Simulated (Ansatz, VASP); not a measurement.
InP: VASP beside Ansatz

```
CELL_PARAMETERS angstrom
0.00000 2.86449 2.86449
2.86449 0.00000 2.86449
2.86449 2.86449 0.00000
ATOMIC_POSITIONS crystal
In 0.00000 0.00000 0.00000
P 0.50000 0.50000 0.50000
```

Change from the starting cell: volume scaled by 1.01.

Alike in both runs: task single point; functional PBEsol; k mesh 11 × 11 × 11; occupations fermi-dirac, width 0.03 eV; no spin polarisation.

|  | VASP | Ansatz |
| --- | --- | --- |
| version | VASP 6.6.1 | Ansatz 0.2.0 |
| potentials or method | VASP PAW PBE potentials, release 64 (In_d, P), cutoff 520 eV | all-electron LAPW, scalar-relativistic |

```csv
,VASP,Ansatz,Ansatz less VASP
pressure (GPa),-8.6,-8.6,0.00
```

Ansatz ran all-electron here, so the differences hold the error of VASP's frozen core and of both bases.

Caveats: the PAW data sets were made with another functional, which shifts forces and pressure a little (VASP).
